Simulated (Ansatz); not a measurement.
# Zr3Si2: the cost of one run

Program: Ansatz 0.2.0. Level of theory: DFT PBEsol, scalar-relativistic, plane waves, PAW. These are calculated values, not measurements.

1 further run of the same task is left out (set aside as unsound or not needed). Runs told in other sessions of the task aren't counted.

## Step 1: The structure to begin with

Symmetry: P4/mbm, No. 127, tetragonal system. The conventional cell has a = 7.066 Å, b = 7.066 Å, c = 3.644 Å, α = 90.00°, β = 90.00°, γ = 90.00°. Zr (site symmetry m2m) is surrounded by 6 Si at 2.73 to 2.80 Å. Zr (site symmetry 4/m) has 4 Si at 2.80 Å and 8 Zr at 3.18 Å in its first shell of neighbours. Si (site symmetry m2m) is surrounded by 1 Si at 2.45 Å and 8 Zr at 2.73 to 2.80 Å.

Structure file:

```
Zr Si
1.0
     7.06558    0.00000    0.00000
     0.00000    7.06558    0.00000
     0.00000    0.00000    3.64449
Zr Si
6 4
Direct
  0.17448 0.67448 0.50000
  0.82552 0.32552 0.50000
  0.32552 0.17448 0.50000
  0.67448 0.82552 0.50000
  0.00000 0.00000 0.00000
  0.50000 0.50000 0.00000
  0.62239 0.12239 0.00000
  0.37761 0.87761 0.00000
  0.87761 0.62239 0.00000
  0.12239 0.37761 0.00000
```

It goes back to an entry of the Materials Project, which need not be the stable form.

It is the result of an earlier relaxation at this level (volume 18.19 Å³/atom; gap on the mesh: none (metal)).

## Step 2: Zero of energy

Reference values: F = -27267.4427 eV; pressure 0.03 GPa; largest force 0.008 eV/Å; gap on the mesh none (metal). It was computed beforehand with the settings of the runs below.

## Step 3: The scan: biaxial against axial strain

The cell is strained by p along both x and y and by q along z, with fractional coordinates fixed.

## Step 4: At p = -0.080, q = -0.080

input.yaml

```yaml
crystal:
  lattice:
    - [6.5003316009, 0.0, 0.0]
    - [0.0, 6.5003316009, 0.0]
    - [0.0, 0.0, 3.3529314712]
  atoms:
    - { symbol: Zr, position: [0.1744786434, 0.6744786434, 0.5] }
    - { symbol: Zr, position: [0.8255213566, 0.3255213566, 0.5] }
    - { symbol: Zr, position: [0.3255213566, 0.1744786434, 0.5] }
    - { symbol: Zr, position: [0.6744786434, 0.8255213566, 0.5] }
    - { symbol: Zr, position: [0.0, 0.0, 0.0] }
    - { symbol: Zr, position: [0.5, 0.5, 0.0] }
    - { symbol: Si, position: [0.6223900186, 0.1223900186, 0.0] }
    - { symbol: Si, position: [0.3776099814, 0.8776099814, 0.0] }
    - { symbol: Si, position: [0.8776099814, 0.6223900186, 0.0] }
    - { symbol: Si, position: [0.1223900186, 0.3776099814, 0.0] }
basis:
  ecutwfc: 420
kpoints:
  mp_grid: { grid: [6, 6, 12] }
hamiltonian:
  xc: pbesol
scf:
  occupations: { method: gaussian, width: 0.15 }
output:
  forces: true
  stress: true
  eigenvalues: true
```

Run with:

```sh
> ansatz run input.yaml --threads 2 --pin off --max-ram 5120MiB --backend cpu --events-out ev --progress --plain --runs-dir out
```

What time and memory should one allow on 2 threads of Arm Neoverse V1, shared host?

About 20 s, with a peak of 0.68 GiB.
